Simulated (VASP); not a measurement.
# BAs (F-43m) in VASP: a series of runs

The runs below take BAs through single point, relaxation of cell and atoms, with PBE, revPBE.

All numbers are computed with VASP 6.6.1; they aren't measurements. Logs are shortened: lines on timing, memory, paths and dates and some standing lists are left out, and cuts for length are marked.

### 1 The structure

Symmetry: F-43m, No. 216, cubic system. Conventional cell: a = 4.809 Å, b = 4.809 Å, c = 4.809 Å, α = 90.00°, β = 90.00°, γ = 90.00°. Around B (site symmetry -43m) lie 4 As at 2.08 Å. As (site symmetry -43m) is surrounded by 4 B at 2.08 Å.

### 2 Single point, PBE

The input, INCAR:

```
SYSTEM = BAs
PREC = Accurate ; ENCUT = 520
EDIFF = 1E-6 ; ISMEAR = 0
SIGMA = 0.02 ; LREAL = .False.
LASPH = .True. ; NELM = 60
ALGO = Normal ; ISIF = 2
LWAVE = .False. ; LCHARG = .False.
GGA = PE ; NBANDS = 11
```

The input, KPOINTS:

```
Automatic mesh
0
Gamma
  10 10 10
  0 0 0
```

The input, POSCAR:

```
BAs
1.0
    0.0000000000      2.4044111710      2.4044111710
    2.4044111710      0.0000000000      2.4044111710
    2.4044111710      2.4044111710      0.0000000000
B As
1 1
Direct
    0.0000000000      0.0000000000      0.0000000000
    0.2500000000      0.2500000000      0.2500000000
```

Potentials or basis: VASP PAW PBE potentials, release 64 (B, As).

Launch:

```console
$ cat potpaw_PBE.64/B/POTCAR potpaw_PBE.64/As/POTCAR > POTCAR
$ mpirun -np 1 vasp_std > vasp.out
```

OUTCAR:

```text
SYSTEM = BAs
   PREC = Accurate
   ENCUT = 520
   EDIFF = 1E-6
   ISMEAR = 0
   LREAL = .False.
   LASPH = .True.
   NELM = 60
   ISIF = 2
   GGA = PE

 ion  position               nearest neighbor table
   1  0.000  0.000  0.000-   2 2.08   2 2.08   2 2.08   2 2.08
   2  0.250  0.250  0.250-   1 2.08   1 2.08   1 2.08   1 2.08

  LATTYP: Found a face centered cubic cell.
 ALAT       =     4.8088223420

  Lattice vectors:

 A1 = (   0.0000000000,   2.4044111710,   2.4044111710)
 A2 = (   2.4044111710,   0.0000000000,   2.4044111710)
 A3 = (   2.4044111710,   2.4044111710,   0.0000000000)

Analysis of symmetry for initial positions (statically):
=====================================================================
 Subroutine PRICEL returns:
 Original cell was already a primitive cell.

 Routine SETGRP: Setting up the symmetry group for a
 face centered cubic supercell.

 Subroutine GETGRP returns: Found 24 space group operations
 (whereof 24 operations were pure point group operations)
 out of a pool of 48 trial point group operations.

The static configuration has the point symmetry T_d .

Analysis of symmetry for dynamics (positions and initial velocities):
=====================================================================
 Subroutine PRICEL returns:
 Original cell was already a primitive cell.

 Routine SETGRP: Setting up the symmetry group for a
 face centered cubic supercell.

 Subroutine GETGRP returns: Found 24 space group operations
 (whereof 24 operations were pure point group operations)
 out of a pool of 48 trial point group operations.

The dynamic configuration has the point symmetry T_d .

 Subroutine INISYM returns: Found 24 space group operations
 (whereof 24 operations are pure point group operations),
 and found     1 'primitive' translations

----------------------------------------------------------------------------------------

                                     Primitive cell

  volume of cell :      27.8007

  direct lattice vectors                    reciprocal lattice vectors
     0.000000000  2.404411171  2.404411171    -0.207951122  0.207951122  0.207951122
     2.404411171  0.000000000  2.404411171     0.207951122 -0.207951122  0.207951122
     2.404411171  2.404411171  0.000000000     0.207951122  0.207951122 -0.207951122

  length of vectors
     3.400350888  3.400350888  3.400350888     0.360181908  0.360181908  0.360181908

  position of ions in fractional coordinates (direct lattice)
     0.000000000  0.000000000  0.000000000
     0.250000000  0.250000000  0.250000000

  ion indices of the primitive-cell ions
   primitive index   ion index
                 1           1
                 2           2

----------------------------------------------------------------------------------------

 KPOINTS: Automatic mesh

Automatic generation of k-mesh.
 Grid dimensions read from file:
 generate k-points for:   10   10   10

 Generating k-lattice:

  Cartesian coordinates                     Fractional coordinates (reciprocal lattice)
    -0.020795112  0.020795112  0.020795112     0.100000000  0.000000000  0.000000000
     0.020795112 -0.020795112  0.020795112     0.000000000  0.100000000  0.000000000
     0.020795112  0.020795112 -0.020795112     0.000000000  0.000000000  0.100000000

  Length of vectors
     0.036018191  0.036018191  0.036018191

  Shift w.r.t. Gamma in fractional coordinates (k-lattice)
     0.000000000  0.000000000  0.000000000

 Subroutine IBZKPT returns following result:
 ===========================================

 Found     47 irreducible k-points:

 Following reciprocal coordinates:
            Coordinates               Weight
  0.000000  0.000000  0.000000      1.000000
  0.100000  0.000000  0.000000      8.000000
  0.200000  0.000000  0.000000      8.000000
  0.300000  0.000000  0.000000      8.000000
  0.400000  0.000000  0.000000      8.000000
  0.500000  0.000000  0.000000      4.000000
[... 16 lines left out ...]
  0.300000  0.300000  0.000000      6.000000
  0.400000  0.300000  0.000000     24.000000
 [... further k-points ...]
   k-points           NKPTS =     47   k-points in BZ     NKDIM =     47   number of bands    NBANDS=     11
   number of dos      NEDOS =    301   number of ions     NIONS =      2
   total plane-waves  NPLWV =  21952
   dimension x,y,z NGX =    28 NGY =   28 NGZ =   28
   dimension x,y,z NGXF=    56 NGYF=   56 NGZF=   56
   ions per type =               1   1
   NGX,Y,Z   is equivalent  to a cutoff of  13.69, 13.69, 13.69 a.u.
   NGXF,Y,Z  is equivalent  to a cutoff of  27.38, 27.38, 27.38 a.u.
 SYSTEM =  BAs
   PREC   = accura    normal or accurate (medium, high low for compatibility)
   ISTART =      0    job   : 0-new  1-cont  2-samecut
   ICHARG =      2    charge: 1-file 2-atom 10-const
   ISPIN  =      1    spin polarized calculation?
   LNONCOLLINEAR =      F non collinear calculations
   LSORBIT =      F    spin-orbit coupling
   LASPH  =      T    aspherical Exc in radial PAW
   ENCUT  =  520.0 eV  38.22 Ry    6.18 a.u.   6.32  6.32  6.32*2*pi/ulx,y,z
   NELM   =     60;   NELMIN=  2; NELMDL= -5     # of ELM steps
   EDIFF  = 0.1E-05   stopping-criterion for ELM
   LREAL  =      F    real-space projection
   EDIFFG = 0.1E-04   stopping-criterion for IOM
   NSW    =      0    number of steps for IOM
   IBRION =     -1    ionic relax: 0-MD 1-quasi-New 2-CG
   NFREE  =      0    steps in history (QN), initial steepest desc. (CG)
   ISIF   =      2    stress and relaxation
   ISYM   =      2    0-nonsym 1-usesym 2-fastsym
   POTIM  = 0.5000    time-step for ionic-motion
   TEBEG  =    0.0;   TEEND  =   0.0 temperature during run
   PSTRESS=    0.0 pullay stress
   NELECT =       8.0000    total number of electrons
   NUPDOWN=      -1.0000    fix difference up-down
   EMIN   =  10.00;   EMAX   =-10.00  energy-range for DOS
   EFERMI =   0.00;   METHOD = LEGACY
   ISMEAR =     0;   SIGMA  =   0.02  broadening in eV -4-tet -1-fermi 0-gaus
   EFERMI_NEDOS =   21; number of points for ismear=-14 and -15
   IALGO  =     38    algorithm
   IMIX   =      4    mixing-type and parameters
     AMIX     =   0.40;   BMIX     =  1.00
     AMIX_MAG =   1.60;   BMIX_MAG =  1.00
  volume/ion in A,a.u.               =      13.90        93.80
  Fermi-wavevector in a.u.,A,eV,Ry     =   1.080818  2.042451 15.893898  1.168169
  Thomas-Fermi vector in A             =   2.216819
   LORBIT       =      0    0 simple, 1 ext, 2 COOP (PROOUT), +10 PAW based schemes
   GGA     = PE    functional components
   LHFCALC =     F    Hartree Fock is set to
   AEXX    =    0.0000 exact exchange contribution
   IVDW    =     0    specifies the selected vdW correction
   LEPSILON=     F    determine dielectric tensor
   LRPA    =     F    only Hartree local field effects (RPA)
 non-spin polarized calculation
 Gauss-broadening in eV      SIGMA  =   0.02
  energy-cutoff  :      520.00
  volume of cell :       27.80
 maximum number of plane-waves:       763
 NGX is ok and might be reduce to    28
   NGX = 13   NGY = 13   NGZ = 13

 number of electron       8.0000000 magnetization

 Free energy of the ion-electron system (eV)
  ---------------------------------------------------
  ext. energy  EPLUGINS =         0.00000000
  ---------------------------------------------------
  free energy    TOTEN  =       -11.41339576 eV

  energy without entropy =      -11.41339576  energy(sigma->0) =      -11.41339576

 E-fermi :   6.0367     XC(G=0): -10.4981

 val. band max:        5.9083404135   @ k =   0.0000   0.0000   0.0000
 cond. band min:       7.1041267758   @ k =   0.4000   0.4000   0.0000
 fundamental gap:      1.1957863624
 Fermi energy:         6.0367487498

 k-point     1 :       0.0000    0.0000    0.0000
  band No.  band energies     occupation
      1      -9.3127      2.00000
      2       5.9083      2.00000
      3       5.9083      2.00000
      4       5.9083      2.00000
      5       9.1601      0.00000
      6       9.1601      0.00000
      7       9.1601      0.00000
      8      10.3431      0.00000
      9      15.3954      0.00000
     10      18.7787      0.00000
     11      18.7787      0.00000

 k-point     2 :       0.1000    0.0000    0.0000
  band No.  band energies     occupation
      1      -9.1515      2.00000
      2       4.5243      2.00000
      3       5.6136      2.00000
      4       5.6136      2.00000
      5       9.2635      0.00000
      6       9.5488      0.00000
      7       9.5488      0.00000
      8      11.2621      0.00000
      9      16.0264      0.00000
     10      17.7358      0.00000
     11      17.7358      0.00000

 k-point     3 :       0.2000    0.0000    0.0000
  band No.  band energies     occupation
      1      -8.6764      2.00000
      2       2.1912      2.00000
      3       5.0502      2.00000
      4       5.0502      2.00000
      5       9.0184      0.00000
      6      10.2552      0.00000
      7      10.2552      0.00000
      8      12.9273      0.00000
      9      17.0218      0.00000
     10      17.0259      0.00000
     11      17.0259      0.00000
[... 267 lines left out ...]
 k-point    23 :       0.3000    0.3000    0.0000
  band No.  band energies     occupation
      1      -7.4340      2.00000
      2       0.7229      2.00000
      3       2.7855      2.00000
      4       2.7855      2.00000
      5       7.3177      0.00000
      6       9.5539      0.00000
      7      14.2361      0.00000
      8      14.2361      0.00000
      9      16.7294      0.00000
     10      20.7452      0.00000
     11      20.9000      0.00000

 k-point    24 :       0.4000    0.3000    0.0000
  band No.  band energies     occupation
      1      -6.7229      2.00000
      2      -0.4963      2.00000
      3       2.0142      2.00000
      4       2.4939      2.00000
      5       7.6147      0.00000
      6       9.2965      0.00000
      7      14.6031      0.00000
      8      14.8465      0.00000
      9      17.7887      0.00000
     10      21.4724      0.00000
     11      21.6507      0.00000

 [... further k-points ...]

------------------------ aborting loop because EDIFF is reached ----------------------------------------

  FORCE on cell =-STRESS in cart. coord.  units (eV):
  Direction    XX          YY          ZZ          XY          YZ          ZX
  --------------------------------------------------------------------------------------
  -------------------------------------------------------------------------------------
  Total        0.1095588      0.1095588      0.1095588     -0.0000000      0.0000000     -0.0000000
  in kB        6.3139577      6.3139577      6.3139577     -0.0000000      0.0000000     -0.0000000
  external PRESSURE =       6.3139577 kB  Pullay stress =       0.0000000 kB

 VOLUME and BASIS-vectors are now :
 -----------------------------------------------------------------------------
  energy-cutoff  :      520.00
  volume of cell :       27.80
      direct lattice vectors                 reciprocal lattice vectors
     0.000000000  2.404411171  2.404411171    -0.207951122  0.207951122  0.207951122
     2.404411171  0.000000000  2.404411171     0.207951122 -0.207951122  0.207951122
     2.404411171  2.404411171  0.000000000     0.207951122  0.207951122 -0.207951122

 POSITION                                       TOTAL-FORCE (eV/Angst)
 -----------------------------------------------------------------------------------
      0.00000      0.00000      0.00000        -0.000000     -0.000000     -0.000000
      1.20221      1.20221      1.20221         0.000000      0.000000      0.000000
 -----------------------------------------------------------------------------------
    total drift:                               -0.000000     -0.000000     -0.000000

  FREE ENERGIE OF THE ION-ELECTRON SYSTEM (eV)
  ---------------------------------------------------
  free  energy   TOTEN  =       -11.4133957609 eV

  energy  without entropy=      -11.4133957609  energy(sigma->0) =      -11.41339576
```

Wall time 17 s (1 thread of AMD EPYC 7R13 (Zen 3), shared host); peak memory 0.13 GiB.

What came out:

| Quantity | Value |
| --- | --- |
| Free energy | -11.4134 eV |
| Pressure | 0.6 GPa |
| Band gap on the k mesh | 1.20 eV, indirect (least direct gap 3.25 eV) |

### 3 Relaxation of cell and atoms, PBE

This run uses another cell than the first one, of 13.63 Å³/atom, 0.980 times its volume.

The input, INCAR:

```
SYSTEM = BAs
PREC     = Accurate       ! precision mode
ENCUT    = 600            ! plane-wave cutoff, eV
EDIFF    = 1E-6           ! SCF threshold, eV
ISMEAR   = 0              ! smearing method
SIGMA    = 0.02           ! smearing width, eV
LREAL    = .False.        ! projectors in reciprocal space
LASPH    = .True.         ! aspherical terms in the spheres
NELM     = 80             ! most SCF steps
ALGO     = Normal         ! electronic algorithm
ISIF     = 3              ! what is computed and relaxed
LWAVE    = .False.        ! write WAVECAR
LCHARG   = .False.        ! write CHGCAR
GGA      = PE             ! functional
IBRION   = 2              ! ionic algorithm
NSW      = 100            ! ionic steps
EDIFFG   = -0.005         ! ionic threshold
```

KPOINTS is that of step 2.

The input, POSCAR:

```
BAs
1.0
    0.0000000000      2.3885000000      2.3885000000
    2.3885000000      0.0000000000      2.3885000000
    2.3885000000      2.3885000000      0.0000000000
B As
1 1
Direct
    0.0000000000      0.0000000000      0.0000000000
    0.2500000000      0.2500000000      0.2500000000
```

Potentials or basis: VASP PAW PBE potentials, release 64 (B, As).

Launch:

```console
$ cat potpaw_PBE.64/B/POTCAR potpaw_PBE.64/As/POTCAR > POTCAR
$ mpirun -np 1 vasp_std > vasp.out
```

Run time: 28 s. Hardware: 1 thread of AMD EPYC 7R13 (Zen 3), shared host; peak memory 0.14 GiB.

It converged, with:

- Free energy: -11.4144 eV
- Relaxed volume: 13.97 Å³/atom
- Relaxed cell: a = 3.406 Å, b = 3.406 Å, c = 3.406 Å, α = 60.00°, β = 60.00°, γ = 60.00°
- Space group after relaxing (to 0.05 Å): F-43m (No. 216)
- Energy gained by relaxing: 3.5 meV/atom
- Ionic steps: 3
- Pressure after relaxing: 0.0 GPa
- Band gap on the k mesh: 1.20 eV, indirect (least direct gap 3.25 eV)

Step by step:
```
step  energy change (eV)  largest force (eV/Å)  pressure (GPa)  volume (Å³)
   1              0.0000                0.0000            3.42        27.25
   2             -0.0037                0.0000           -2.18        28.42
   3             -0.0071                0.0000            0.01        27.93
```

Final structure:
```
CELL_PARAMETERS angstrom
0.00000 2.40817 2.40817
2.40817 0.00000 2.40817
2.40817 2.40817 0.00000
ATOMIC_POSITIONS crystal
B 0.00000 0.00000 0.00000
As 0.25000 0.25000 0.25000
```

Levels at points of the mesh, in eV from the valence-band top:
```
           k point  band 2  band 3  band 4  band 5  band 6  band 7
(0.00, 0.00, 0.00)    0.00    0.00    0.00    3.25    3.25    3.25
(0.50, 0.00, 0.00)   -8.61   -1.78   -1.78    2.55    4.75    4.75
(0.50, 0.50, 0.00)   -8.39   -3.98   -3.98    1.46    1.46   11.13
```

### 4 Single point, PBE

This run uses another cell than the first one, of 13.63 Å³/atom, 0.980 times its volume.

The input, INCAR:

```
PREC = Accurate ; ENCUT = 520
EDIFF = 1E-6 ; ISMEAR = 0
SIGMA = 0.1 ; LREAL = F
LASPH = T ; NELM = 80
ALGO = Fast ; ISIF = 2
LWAVE = F ; LCHARG = F
GGA = PE ; NBANDS = 11
```

The input, KPOINTS:

```
Automatic mesh
0
Gamma
  6 6 6
```

POSCAR is that of step 3.

Launch:

```console
$ cat potpaw_PBE.64/B/POTCAR potpaw_PBE.64/As/POTCAR > POTCAR
$ mpirun -np 1 vasp_std > vasp.out
```

Wall time 8.1 s (1 thread of AMD EPYC 7R13 (Zen 3), shared host); peak memory 0.12 GiB.

Results (log left out):

```
Free energy            : -11.3877 eV
Pressure               : 3.5 GPa
Band gap on the k mesh : 1.27 eV, indirect (least direct gap 3.27 eV)
```

Levels at points of the mesh, in eV from the valence-band top:
```csv
k point,band 1,band 2,band 3,band 4,band 5,band 6,band 7,band 8,band 9
"(0.00, 0.00, 0.00)",-15.40,0.00,0.00,0.00,3.27,3.27,3.27,4.69,9.58
"(0.50, 0.00, 0.00)",-12.53,-8.79,-1.82,-1.82,2.69,4.78,4.78,8.86,12.72
"(0.50, 0.50, 0.00)",-11.21,-8.53,-4.08,-4.08,1.42,1.44,11.37,11.37,12.87
```

A k mesh can miss the band edges. A hybrid or GW would open this gap; PBE tends to underestimate it.

### 5 Single point, revPBE

This run uses another cell than the first one, of 14.11 Å³/atom, 1.015 times its volume.

The input, INCAR:

```
  ALGO = Fast
  EDIFF = 1E-7
  ENCUT = 520
  GGA = RE
  ISIF = 2
  ISMEAR = 0
  LASPH = True
  LCHARG = True
  LELF = True
  LREAL = False
  LVHAR = True
  LWAVE = False
  NBANDS = 11
  NELM = 100
  PREC = Accurate
  SIGMA = 0.02
```

The input, KPOINTS:

```
k-points
0
Gamma
  10 10 10
```

The input, POSCAR:

```
BAs
1.0
    0.0000000000      2.4164284452      2.4164284452
    2.4164284452      0.0000000000      2.4164284452
    2.4164284452      2.4164284452      0.0000000000
B As
1 1
Direct
    0.0000000000      0.0000000000      0.0000000000
    0.2500000000      0.2500000000      0.2500000000
```

Launch:

```console
$ cat potpaw_PBE.64/B/POTCAR potpaw_PBE.64/As/POTCAR > POTCAR
$ mpirun -np 1 vasp_std > vasp.out
```

Run time: 20 s. Hardware: 1 thread of AMD EPYC 7R13 (Zen 3), shared host; peak memory 0.13 GiB.

The run converged. Its results:

```
Free energy            : -10.8661 eV
Pressure               : 0.5 GPa
Band gap on the k mesh : 1.23 eV, indirect (least direct gap 3.23 eV)
```

Levels at points of the mesh, in eV from the valence-band top:
```csv
k point,band 2,band 3,band 4,band 5,band 6,band 7
"(0.00, 0.00, 0.00)",0.00,0.00,0.00,3.23,3.23,3.23
"(0.50, 0.00, 0.00)",-8.55,-1.77,-1.77,2.50,4.74,4.74
"(0.50, 0.50, 0.00)",-8.37,-3.94,-3.94,1.48,1.51,11.08
```

Caveat: the PAW data sets were made with another functional, which shifts forces and pressure a little. A k mesh can miss the band edges.

(Continued in part 2 of 2.)
